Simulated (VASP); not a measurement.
# Cs (Im-3m) in VASP: a series of runs

Runs on Cs. Level: PBE. Tasks: single point.

All numbers are computed with VASP 6.6.1; they aren't measurements. Logs are shortened: lines on timing, memory, paths and dates and some standing lists are left out, and cuts for length are marked.

## Step 1: The structure

The structure is cubic, space group Im-3m (No. 229). The conventional cell has a = 6.257 Å, b = 6.257 Å, c = 6.257 Å, α = 90.00°, β = 90.00°, γ = 90.00°.

## Step 2: Single point, PBE

The input, INCAR:

```
ADDGRID  = False        
ALGO     = Normal         # electronic algorithm
EDIFF    = 1E-6           # SCF threshold, eV
ENCUT    = 450            # plane-wave cutoff, eV
GGA      = PE             # functional
ISIF     = 2              # what is computed and relaxed
ISMEAR   = 0              # smearing method
LASPH    = True           # aspherical terms in the spheres
LCHARG   = False          # write CHGCAR
LREAL    = False          # projectors in reciprocal space
LWAVE    = False          # write WAVECAR
NBANDS   = 10             # bands
NELM     = 100            # most SCF steps
PREC     = Accurate       # precision mode
SIGMA    = 0.4            # smearing width, eV
```

The input, KPOINTS:

```
k-points
0
Gamma
  9 9 9
```

The input, POSCAR:

```
Cs
1.0
   -3.1284650614      3.1284650614      3.1284650614
    3.1284650614     -3.1284650614      3.1284650614
    3.1284650614      3.1284650614     -3.1284650614
Cs
1
Direct
    0.0000000000      0.0000000000      0.0000000000
```

Potentials or basis: VASP PAW PBE potentials, release 64 (Cs_sv).

Started as:

```console
$ cat potpaw_PBE.64/Cs_sv/POTCAR > POTCAR
$ mpirun -np 1 vasp_std > vasp.out
```

OUTCAR:

```text
EDIFF = 1E-6
   ENCUT = 450
   GGA = PE
   ISIF = 2
   ISMEAR = 0
   LASPH = True
   LREAL = False
   NELM = 100
   PREC = Accurate

 Found     35 irreducible k-points:

 Following reciprocal coordinates:
            Coordinates               Weight
  0.000000  0.000000  0.000000      1.000000
  0.111111  0.000000  0.000000     12.000000
  0.222222  0.000000  0.000000     12.000000
  0.333333  0.000000  0.000000     12.000000
  0.444444  0.000000  0.000000     12.000000
  0.111111  0.111111  0.000000     24.000000
   k-points           NKPTS =     35   k-points in BZ     NKDIM =     35   number of bands    NBANDS=     10
   number of dos      NEDOS =    301   number of ions     NIONS =      1
   total plane-waves  NPLWV =  64000
   dimension x,y,z NGX =    40 NGY =   40 NGZ =   40
   dimension x,y,z NGXF=    80 NGYF=   80 NGZF=   80
   ions per type =               1
   NGX,Y,Z   is equivalent  to a cutoff of  12.27, 12.27, 12.27 a.u.
   NGXF,Y,Z  is equivalent  to a cutoff of  24.54, 24.54, 24.54 a.u.
 SYSTEM =  unknown system
   PREC   = accura    normal or accurate (medium, high low for compatibility)
   ISTART =      0    job   : 0-new  1-cont  2-samecut
   ICHARG =      2    charge: 1-file 2-atom 10-const
   ISPIN  =      1    spin polarized calculation?
   LNONCOLLINEAR =      F non collinear calculations
   LSORBIT =      F    spin-orbit coupling
   LASPH  =      T    aspherical Exc in radial PAW
   ENCUT  =  450.0 eV  33.07 Ry    5.75 a.u.   9.37  9.37  9.37*2*pi/ulx,y,z
   NELM   =    100;   NELMIN=  2; NELMDL= -5     # of ELM steps
   EDIFF  = 0.1E-05   stopping-criterion for ELM
   LREAL  =      F    real-space projection
   EDIFFG = 0.1E-04   stopping-criterion for IOM
   NSW    =      0    number of steps for IOM
   IBRION =     -1    ionic relax: 0-MD 1-quasi-New 2-CG
   NFREE  =      0    steps in history (QN), initial steepest desc. (CG)
   ISIF   =      2    stress and relaxation
   ISYM   =      2    0-nonsym 1-usesym 2-fastsym
   POTIM  = 0.5000    time-step for ionic-motion
   TEBEG  =    0.0;   TEEND  =   0.0 temperature during run
   PSTRESS=    0.0 pullay stress
   NELECT =       9.0000    total number of electrons
   NUPDOWN=      -1.0000    fix difference up-down
   EMIN   =  10.00;   EMAX   =-10.00  energy-range for DOS
   EFERMI =   0.00;   METHOD = LEGACY
   ISMEAR =     0;   SIGMA  =   0.40  broadening in eV -4-tet -1-fermi 0-gaus
   EFERMI_NEDOS =   21; number of points for ismear=-14 and -15
   IALGO  =     38    algorithm
   IMIX   =      4    mixing-type and parameters
     AMIX     =   0.40;   BMIX     =  1.00
     AMIX_MAG =   1.60;   BMIX_MAG =  1.00
  volume/ion in A,a.u.               =     122.48       826.51
  Fermi-wavevector in a.u.,A,eV,Ry     =   0.685706  1.295796  6.397353  0.470192
  Thomas-Fermi vector in A             =   1.765724
   LORBIT       =      0    0 simple, 1 ext, 2 COOP (PROOUT), +10 PAW based schemes
   GGA     = PE    functional components
   LHFCALC =     F    Hartree Fock is set to
   AEXX    =    0.0000 exact exchange contribution
   IVDW    =     0    specifies the selected vdW correction
   LEPSILON=     F    determine dielectric tensor
   LRPA    =     F    only Hartree local field effects (RPA)
 non-spin polarized calculation
 Gauss-broadening in eV      SIGMA  =   0.40
  energy-cutoff  :      450.00
  volume of cell :      122.48
 maximum number of plane-waves:      2676
 NGX is ok and might be reduce to    40
   NGX = 19   NGY = 19   NGZ = 19

 number of electron       8.9999999 magnetization

 Free energy of the ion-electron system (eV)
  ---------------------------------------------------
  ext. energy  EPLUGINS =         0.00000000
  ---------------------------------------------------
  free energy    TOTEN  =        -0.89876330 eV

  energy without entropy =       -0.80341958  energy(sigma->0) =       -0.85109144

 E-fermi :   0.2800     XC(G=0):  -5.2502

 val. band max:        0.2471633544   @ k =   0.4444   0.0000   0.0000
 cond. band min:       0.2880732402   @ k =  -0.3333   0.4444   0.1111
 fundamental gap:      0.0409098858
 Fermi energy:         0.2799563954

 k-point     1 :       0.0000    0.0000    0.0000
  band No.  band energies     occupation
      1     -23.5892      2.00000
      2     -10.3416      2.00000
      3     -10.3416      2.00000
      4     -10.3416      2.00000
      5      -1.3112      2.00000
      6       2.7574      0.00000
      7       2.7574      0.00000
      8       2.7574      0.00000
      9       3.5703      0.00000
     10       3.5703      0.00000

 k-point     2 :       0.1111    0.0000    0.0000
  band No.  band energies     occupation
      1     -23.5886      2.00000
      2     -10.3549      2.00000
      3     -10.3460      2.00000
      4     -10.3416      2.00000
      5      -1.1835      2.00000
      6       2.6216      0.00000
      7       2.6231      0.00000
      8       2.8844      0.00000
      9       3.3942      0.00000
     10       3.5493      0.00000

 k-point     3 :       0.2222    0.0000    0.0000
  band No.  band energies     occupation
      1     -23.5871      2.00000
      2     -10.3880      2.00000
      3     -10.3570      2.00000
      4     -10.3416      2.00000
      5      -0.8205      1.99990
      6       2.1545      0.00000
      7       2.3468      0.00000
      8       3.2585      0.00000
      9       3.3942      0.00000
     10       3.5530      0.00000

 k-point     4 :       0.3333    0.0000    0.0000
  band No.  band energies     occupation
      1     -23.5855      2.00000
      2     -10.4249      2.00000
      3     -10.3695      2.00000
      4     -10.3416      2.00000
      5      -0.2892      1.95582
      6       1.6341      0.00000
      7       2.1036      0.00000
      8       3.4925      0.00000
      9       3.6721      0.00000
     10       3.8579      0.00000

 k-point     5 :       0.4444    0.0000    0.0000
  band No.  band energies     occupation
      1     -23.5844      2.00000
      2     -10.4485      2.00000
      3     -10.3776      2.00000
      4     -10.3416      2.00000
      5       0.2472      1.09230
      6       1.2072      0.00104
      7       1.9692      0.00000
      8       3.4175      0.00000
      9       3.9145      0.00000
     10       4.6254      0.00000

 k-point     6 :       0.1111    0.1111    0.0000
  band No.  band energies     occupation
      1     -23.5876      2.00000
      2     -10.3777      2.00000
      3     -10.3508      2.00000
      4     -10.3448      2.00000
      5      -0.9373      1.99998
      6       2.3306      0.00000
      7       2.4004      0.00000
      8       3.1334      0.00000
      9       3.2523      0.00000
     10       3.6628      0.00000

 [... further k-points ...]

------------------------ aborting loop because EDIFF is reached ----------------------------------------

  FORCE on cell =-STRESS in cart. coord.  units (eV):
  Direction    XX          YY          ZZ          XY          YZ          ZX
  --------------------------------------------------------------------------------------
  -------------------------------------------------------------------------------------
  Total       -0.0651978     -0.0651978     -0.0651978      0.0000000      0.0000000      0.0000000
  in kB       -0.8528837     -0.8528837     -0.8528837      0.0000000      0.0000000      0.0000000
  external PRESSURE =      -0.8528837 kB  Pullay stress =       0.0000000 kB

 VOLUME and BASIS-vectors are now :
 -----------------------------------------------------------------------------
  energy-cutoff  :      450.00
  volume of cell :      122.48
      direct lattice vectors                 reciprocal lattice vectors
    -3.128465061  3.128465061  3.128465061     0.000000000  0.159822785  0.159822785
     3.128465061 -3.128465061  3.128465061     0.159822785  0.000000000  0.159822785
     3.128465061  3.128465061 -3.128465061     0.159822785  0.159822785  0.000000000

 POSITION                                       TOTAL-FORCE (eV/Angst)
 -----------------------------------------------------------------------------------
      0.00000      0.00000      0.00000         0.000000      0.000000      0.000000
 -----------------------------------------------------------------------------------
    total drift:                               -0.000000     -0.000000     -0.000000

  FREE ENERGIE OF THE ION-ELECTRON SYSTEM (eV)
  ---------------------------------------------------
  free  energy   TOTEN  =        -0.8987633015 eV

  energy  without entropy=       -0.8034195847  energy(sigma->0) =       -0.85109144
```

OSZICAR:

```text
N       E                     dE             d eps       ncg     rms          rms(c)
DAV:   1     0.517111641418E+02    0.51711E+02   -0.26458E+03   700   0.554E+02
DAV:   2     0.452816040533E+01   -0.47183E+02   -0.46216E+02   902   0.104E+02
DAV:   3    -0.817297610137E+00   -0.53455E+01   -0.53413E+01   810   0.399E+01
DAV:   4    -0.896366207097E+00   -0.79069E-01   -0.79056E-01   922   0.590E+00
DAV:   5    -0.896686305422E+00   -0.32010E-03   -0.32009E-03   918   0.322E-01    0.127E-01
DAV:   6    -0.897500392476E+00   -0.81409E-03   -0.12485E-03   900   0.170E-01    0.885E-02
DAV:   7    -0.898677062762E+00   -0.11767E-02   -0.34443E-03   768   0.291E-01    0.343E-02
DAV:   8    -0.898762588504E+00   -0.85526E-04   -0.12116E-04   800   0.657E-02    0.403E-03
DAV:   9    -0.898763979886E+00   -0.13914E-05   -0.35995E-06  1090   0.991E-03    0.267E-03
DAV:  10    -0.898763301541E+00    0.67835E-06   -0.82330E-07   768   0.418E-03
   1 F= -.89876330E+00 E0= -.85109144E+00  d E =-.953437E-01
```

Run time: 17 s. Hardware: 1 thread of Intel Xeon Platinum 8375C at 2.90GHz (Ice Lake), shared host; peak memory 0.23 GiB.

The run converged, but some of its settings lie outside the range that counts as converged, so its numbers aren't taken as properties of the crystal.

What came out:

* Free energy: -0.8988 eV
* Pressure: -0.1 GPa
* Band gap on the k mesh: none (metal or under the smearing width)

## Step 3: Single point, PBE

Changes to INCAR since step 2:

```diff
@@ -14,2 +14,2 @@
 PREC     = Accurate       # precision mode
-SIGMA    = 0.4            # smearing width, eV
+SIGMA    = 0.2            # smearing width, eV
```

KPOINTS is that of step 2.

POSCAR is that of step 2.

Potentials or basis: VASP PAW PBE potentials, release 64 (Cs_sv).

Started as:

```console
$ cat potpaw_PBE.64/Cs_sv/POTCAR > POTCAR
$ mpirun -np 1 vasp_std > vasp.out
```

It took 17 s on 1 thread of Intel Xeon Platinum 8375C at 2.90GHz (Ice Lake), shared host; peak memory 0.23 GiB.

These settings aren't checked as converged: the numbers below hold their error.

What came out:

```
Free energy            : -0.8626 eV
Pressure               : -0.1 GPa
Band gap on the k mesh : none (metal or under the smearing width)
```

## Step 4: Single point, PBE

Changes to INCAR since step 3:

```diff
@@ -14,2 +14,2 @@
 PREC     = Accurate       # precision mode
-SIGMA    = 0.2            # smearing width, eV
+SIGMA    = 0.1            # smearing width, eV
```

KPOINTS is that of step 3.

POSCAR is that of step 3.

Started as:

```console
$ cat potpaw_PBE.64/Cs_sv/POTCAR > POTCAR
$ mpirun -np 1 vasp_std > vasp.out
```

Run time: 18 s. Hardware: 1 thread of Intel Xeon Platinum 8375C at 2.90GHz (Ice Lake), shared host; peak memory 0.23 GiB.

These settings aren't checked as converged: the numbers below hold their error.

What came out:

```yaml
Free_energy: -0.8539 eV
Pressure: -0.1 GPa
Band_gap_on_the_k_mesh: none (metal or under the smearing width)
```

## Step 5: The reference run

An earlier run on the cell as given: functional PBE; potentials or basis VASP PAW PBE potentials, release 64 (Cs_sv); cutoff 520 eV; k mesh 6 × 6 × 6; occupations fermi-dirac, width 0.05 eV; no spin polarisation.

- Pressure: -0.1 GPa
- Band gap on the k mesh: none (metal or under the smearing width)
